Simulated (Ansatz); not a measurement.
Set up this calculation in Ansatz 0.2.0, as the native input.

```yaml
Task: band structure
Functional: RPBE
Potentials_or_basis: Ansatz PAW
Cutoff: "420 eV (not typed: the program's choice for these potentials)"
k_mesh: 11 × 11 × 11
Occupations: fermi-dirac, width 0.05 eV
Spin: no spin polarisation
Path: "[[\"G\", \"X\", \"W\", \"K\", \"G\", \"L\", \"U\", \"W\", \"L\", \"K\"], [\"U\", \"X\"]]"
Points_for_each_segment_of_the_path: 14
```

Ti:

```xyz
1
Lattice="0.0000 2.0300 2.0300 2.0300 0.0000 2.0300 2.0300 2.0300 0.0000" Properties=species:S:1:pos:R:3 pbc="T T T"
Ti    0.0000    0.0000    0.0000
```

This isn't the form of Ti at room conditions, which is hcp.

The input as run:

input.yaml

```yaml
crystal:
  lattice:
    - [0.0, 2.03, 2.03]
    - [2.03, 0.0, 2.03]
    - [2.03, 2.03, 0.0]
  atoms:
    - { symbol: Ti, position: [0.0, 0.0, 0.0] }
hamiltonian:
  xc: rpbe
  pseudopotentials: { kind: paw }
kpoints:
  mp_grid: { grid: [11, 11, 11] }
  band_path:
    path:
      - [[0.0, 0.0, 0.0], [0.5, 0.0, 0.5], [0.5, 0.25, 0.75], [0.375, 0.375, 0.75], [0.0, 0.0, 0.0], [0.5, 0.5, 0.5], [0.625, 0.25, 0.625], [0.5, 0.25, 0.75], [0.5, 0.5, 0.5], [0.375, 0.375, 0.75]]
      - [[0.625, 0.25, 0.625], [0.5, 0.0, 0.5]]
    npoints: 14
scf:
  occupations: { method: fermi_dirac, width: 0.05 }
  n_extra_bands: 6
output:
  forces: true
  stress: true
  eigenvalues: true
  fatbands: false
  write_density: true
  write_potential: true
  elf: true
  volumetric_format: npy
```

Potentials or basis: Ansatz PAW.

Command:

```bash
$ ansatz run input.yaml --threads 2 --pin off --max-ram 5632MiB --backend cpu --events-out ev --progress --plain --runs-dir out
```

Results of the run:

```
Pressure               : 7.6 GPa
Band gap on the k mesh : none (metal or under the smearing width)
```

Caveat: the PAW data sets come from PBE, with cores solved anew for the run's functional, which leaves a small shift of forces and pressure.

Run time: 0.93 s on 2 threads of Arm Neoverse V1, with other jobs on the host, peak memory 0.26 GiB.
